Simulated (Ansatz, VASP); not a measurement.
## Pt in VASP and in Ansatz

```
CELL_PARAMETERS angstrom
-1.58422 1.58422 1.64759
1.58422 -1.58422 1.64759
1.58422 1.58422 -1.64759
ATOMIC_POSITIONS crystal
Pt 0.00000 0.00000 0.00000
```

Change from the starting cell: strain +0.0400 x Voigt [0, 0, 1, 0, 0, 0], atoms carried along.

Alike in both runs: task single point; functional PBEsol; k mesh 22 × 22 × 22; occupations gaussian, width 0.15 eV; no spin polarisation.

|  | VASP | Ansatz |
| --- | --- | --- |
| version | VASP 6.6.1 | Ansatz 0.2.0 |
| potentials or method | VASP PAW PBE potentials, release 64 (Pt) | scalar-relativistic, plane waves, PAW |
| plane-wave cutoff (eV) | 520 | 420 |
| valence electrons in the cell | 10 | 18 |

Ansatz gave:

| Property | Result |
| --- | --- |
| gap on the k mesh at the Fermi level (eV) | none |
| pressure (GPa) | -18.6 |
| largest component of the traceless stress (GPa) | 1.99 |

Problem. What did VASP give for the same quantities?

Solution. gap on the k mesh at the Fermi level (eV): none; pressure (GPa): -18.9; largest component of the traceless stress (GPa): 1.99.

A gap of «none» marks a metal or a gap that the smearing closes. The two sets of potentials don't hold the same shells in valence.

Caveats: so large a pressure means that the cell lies far from this level's equilibrium, or that cutoff or potentials fall short (VASP); the potentials were made for another functional, which shifts forces and pressure (VASP). The runs have no spin-orbit coupling, so splittings on Pt are missing.
